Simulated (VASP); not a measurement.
# Si, effective masses: which settings are enough?

Si, Fd-3m (no. 227), 2 atoms in the cell. PBEsol, effective masses by finite differences; PAW potentials Si (PBE set). VASP 6.6.1.

Wanted: masses at the band edges within 5 %; gap between the edges within 0.01 eV.

POSCAR:
```
Si
1.0
    0.0000000000      2.7218511865      2.7218511865
    2.7218511865      0.0000000000      2.7218511865
    2.7218511865      2.7218511865      0.0000000000
Si
2
Direct
    0.5000000000      0.5000000000      0.5000000000
    0.7500000000      0.7500000000      0.7500000000
```

The series start from Step in k (1/Å): 0.02; Cutoff ENCUT (eV): 500; k mesh: 7 × 7 × 7; SCF threshold EDIFF (eV): 1e-8. Each series keeps the choices made before it, and each single choice may use up half of a tolerance. Times cover all steps of a run.

## Step in k (1/Å)

| Step in k (1/Å) | Masses at the band edges, largest deviation | Gap between the edges (eV) | Time (s) |
|---|---|---|---|
| 0.1 | 7.4 % | 0.466 | 43 |
| 0.05 | 1.9 % | 0.466 | 45 |
| 0.02 | 0.27 % | 0.466 | 45 |
| 0.008 (reference) | 0 % | 0.466 | 45 |

Chosen: 0.05, the loosest value from which every tighter one stays within half of the tolerance.

## Cutoff ENCUT (eV)

| Cutoff ENCUT (eV) | Masses at the band edges, largest deviation | Gap between the edges (eV) | Time (s) |
|---|---|---|---|
| 300 | 2.8 % | 0.470 | 21 |
| 400 | 0.69 % | 0.467 | 40 |
| 500 | 0.011 % | 0.466 | 45 |
| 700 (reference) | 0 % | 0.467 | 71 |

Chosen: 400.

## k mesh

| k mesh | Masses at the band edges, largest deviation | Gap between the edges (eV) | Time (s) |
|---|---|---|---|
| 3 × 3 × 3 | 2.7 % | 0.412 | 52 |
| 5 × 5 × 5 | 0.45 % | 0.458 | 49 |
| 7 × 7 × 7 | 0.075 % | 0.467 | 40 |
| 9 × 9 × 9 | 0 % | 0.468 | 55 |
| 12 × 12 × 12 (reference) | 0 % | 0.469 | 58 |

Chosen: 7 × 7 × 7.

## SCF threshold EDIFF (eV)

| SCF threshold EDIFF (eV) | Masses at the band edges, largest deviation | Gap between the edges (eV) | Time (s) |
|---|---|---|---|
| 0.0001 | 0 % | 0.467 | 34 |
| 1e-6 | 0 % | 0.467 | 37 |
| 1e-8 (reference) | 0 % | 0.467 | 40 |

Chosen: 0.0001.

## All choices together

| Input | Masses at the band edges, largest deviation | Gap between the edges (eV) | Time (s) |
|---|---|---|---|
| program defaults, k points 0.5 per Å apart (naive) | 1.4 % | 0.450 | 6.6 |
| chosen settings | 1.8 % | 0.467 | 34 |
| reference settings throughout | 0 % | 0.469 | 95 |

The tolerance is met.

## The input

INCAR.step1:
```
PREC     = Accurate       # precision mode
ENCUT    = 400            # plane-wave cutoff, eV
EDIFF    = 1E-4           # SCF threshold, eV
ISMEAR   = 0              # smearing method
SIGMA    = 0.02           # smearing width, eV
LASPH    = True           # aspherical terms in the spheres
LREAL    = False          # projectors in reciprocal space
ALGO     = Normal         # electronic algorithm
NELM     = 120            # most SCF steps
LWAVE    = True           # write WAVECAR
LCHARG   = False          # write CHGCAR
NBANDS   = 11             # bands
KPAR     = 2            
GGA      = PS             # functional
```

INCAR.step2, as INCAR.step1 but for:
```
+ ISTART = 1
+ LORBIT = 10
```

INCAR.step3, as INCAR.step2 but for:
```
- LWAVE = True
+ LWAVE = False
```

KPOINTS:
```
Automatic mesh
0
Gamma
  7 7 7
  0 0 0
```

KPOINTS_OPT.step1:
```
path GXWKGLUWLK,UX
16
line-mode
reciprocal
 0.0000000000  0.0000000000  0.0000000000  G
 0.5000000000  0.0000000000  0.5000000000  X

 0.5000000000  0.0000000000  0.5000000000  X
 0.5000000000  0.2500000000  0.7500000000  W

 0.5000000000  0.2500000000  0.7500000000  W
 0.3750000000  0.3750000000  0.7500000000  K

 0.3750000000  0.3750000000  0.7500000000  K
 0.0000000000  0.0000000000  0.0000000000  G

 0.0000000000  0.0000000000  0.0000000000  G
[... 6 lines left out ...]
 0.5000000000  0.2500000000  0.7500000000  W

 0.5000000000  0.2500000000  0.7500000000  W
 0.5000000000  0.5000000000  0.5000000000  L

 0.5000000000  0.5000000000  0.5000000000  L
 0.3750000000  0.3750000000  0.7500000000  K

 0.6250000000  0.2500000000  0.6250000000  U
 0.5000000000  0.0000000000  0.5000000000  X
```

KPOINTS_OPT.step2:
```
band edges and their surroundings
46
Reciprocal
  0.0000000000   0.0000000000   0.0000000000 1
  0.0000000000   0.0129958821   0.0129958821 1
 -0.0000000000  -0.0129958821  -0.0129958821 1
  0.0129958821   0.0000000000   0.0129958821 1
 -0.0129958821   0.0000000000  -0.0129958821 1
  0.0129958821   0.0129958821   0.0000000000 1
 -0.0129958821  -0.0129958821   0.0000000000 1
  0.0129958821   0.0129958821   0.0259917642 1
 -0.0129958821   0.0129958821  -0.0000000000 1
[... 30 lines left out ...]
  0.4285714300   0.4155755479   0.0129958821 1
  0.4285714300   0.4415673121  -0.0129958821 1
  0.4025796658   0.4155755479  -0.0129958821 1
  0.4377609064   0.4377609064   0.0183789528 1
  0.4193819536   0.4193819536  -0.0183789528 1
  0.4435777821   0.4435777821   0.0150063521 1
  0.4135650779   0.4135650779  -0.0150063521 1
```

KPOINTS_OPT.step3:
```
band edges and their surroundings
46
Reciprocal
  0.0000000000   0.0000000000   0.0000000000 1
  0.0000000000   0.0216598035   0.0216598035 1
 -0.0000000000  -0.0216598035  -0.0216598035 1
  0.0216598035   0.0000000000   0.0216598035 1
 -0.0216598035   0.0000000000  -0.0216598035 1
  0.0216598035   0.0216598035   0.0000000000 1
 -0.0216598035  -0.0216598035   0.0000000000 1
  0.0216598035   0.0216598035   0.0433196071 1
 -0.0216598035   0.0216598035   0.0000000000 1
[... 30 lines left out ...]
  0.4221574120   0.4004976084   0.0216598044 1
  0.4221574120   0.4438172155  -0.0216598026 1
  0.3788378049   0.4004976084  -0.0216598026 1
  0.4374732059   0.4374732059   0.0306315888 1
  0.4068416180   0.4068416180  -0.0306315870 1
  0.4471679988   0.4471679988   0.0250105877 1
  0.3971468252   0.3971468252  -0.0250105859 1
```

Commands (each step's output is kept before the next begins):
```
cat potpaw_PBE.64/Si/POTCAR > POTCAR
cp INCAR.step1 INCAR
cp KPOINTS_OPT.step1 KPOINTS_OPT
mpirun -np 2 vasp_std > vasp.out
cp INCAR.step2 INCAR
cp KPOINTS_OPT.step2 KPOINTS_OPT
mpirun -np 2 vasp_std > vasp.out
cp INCAR.step3 INCAR
cp KPOINTS_OPT.step3 KPOINTS_OPT
mpirun -np 2 vasp_std > vasp.out
```

Limits: very small steps in k measure the noise of the levels more than their curvature.

The chosen input took VASP 6.6.1 34 s on 2 cores (Intel Xeon Platinum 8259CL @ 2.50GHz (Skylake/Cascade Lake)), a shared host.
